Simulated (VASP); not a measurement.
Set up this calculation in VASP 6.6.1, as the native input.

```
Task                               : single point
Functional                         : HSE06
Potentials or basis                : VASP PAW PBE potentials, release 64 (Al, N)
Cutoff                             : 520 eV
k mesh                             : 6 × 6 × 4
Occupations                        : gaussian, width 0.01 eV
Spin                               : no spin polarisation
Dipole correction                  : no
Exchange at q = 0                  : truncated
Grid for exact exchange (PRECFOCK) : Normal
Screening parameter                : 0.2079 1/A
Further INCAR settings             : ALGO = Normal; EDIFF = 1e-06; NBANDS = 16
```

The system is AlN.

```xyz
4
Lattice="3.1642 0.0000 0.0000 -1.5821 2.7402 0.0000 0.0000 0.0000 4.9256" Properties=species:S:1:pos:R:3 pbc="T T T"
Al    0.0000    1.8268   -0.0285
Al    1.5821    0.9134    2.4343
N     0.0000    1.8268    1.8756
N     1.5821    0.9134    4.3383
```

The cell was built by a generator and needn't be a form met in nature.

The cell isn't the ideal one: epitaxial_xy strain +1.9%.

One way to write it, as run:

POSCAR

```
AlN
1.0
    3.1641675968      0.0000000000      0.0000000000
   -1.5820837984      2.7402495207      0.0000000000
    0.0000000000      0.0000000000      4.9255530007
Al N
2 2
Direct
    0.3333333333      0.6666666667     -0.0057809955
    0.6666666667      0.3333333333      0.4942190045
    0.3333333333      0.6666666667      0.3807809955
    0.6666666667      0.3333333333      0.8807809955
```

INCAR.step1

```
ALGO = Normal
EDIFF = 1E-5
ENCUT = 520
GGA = PE
ISIF = 2
ISMEAR = 0
LASPH = True
LCHARG = False
LREAL = False
LWAVE = True
NBANDS = 16
NELM = 100
PREC = Accurate
SIGMA = 0.01
```

INCAR.step2

```
ALGO = Normal
EDIFF = 1E-6
ENCUT = 520
GGA = PE
HFSCREEN = 0.2079
ISIF = 2
ISMEAR = 0
ISTART = 1
LASPH = True
LCHARG = False
LHFCALC = True
LREAL = False
LWAVE = False
NBANDS = 16
NELM = 100
PREC = Accurate
PRECFOCK = Normal
SIGMA = 0.01
```

KPOINTS

```
k-points
0
Gamma
  6 6 4
```

Potentials or basis: VASP PAW PBE potentials, release 64 (Al, N).

Command:

```bash
$ cat potpaw_PBE.64/Al/POTCAR potpaw_PBE.64/N/POTCAR > POTCAR
$ cp INCAR.step1 INCAR
$ mpirun -np 1 vasp_std > vasp.out
$ cp INCAR.step2 INCAR
$ mpirun -np 1 vasp_std > vasp.out
```

It gave:

* Pressure: -6.4 GPa
* Largest force: 0.012 eV/Å
* Band gap on the k mesh: 5.19 eV, direct

Caveat: the PAW data sets were made with another functional, which shifts forces and pressure a little.

Wall time 12 min on 1 thread of Intel(R) Xeon(R) 6975P-C (Granite Rapids) (shared host), peak memory 0.26 GiB.
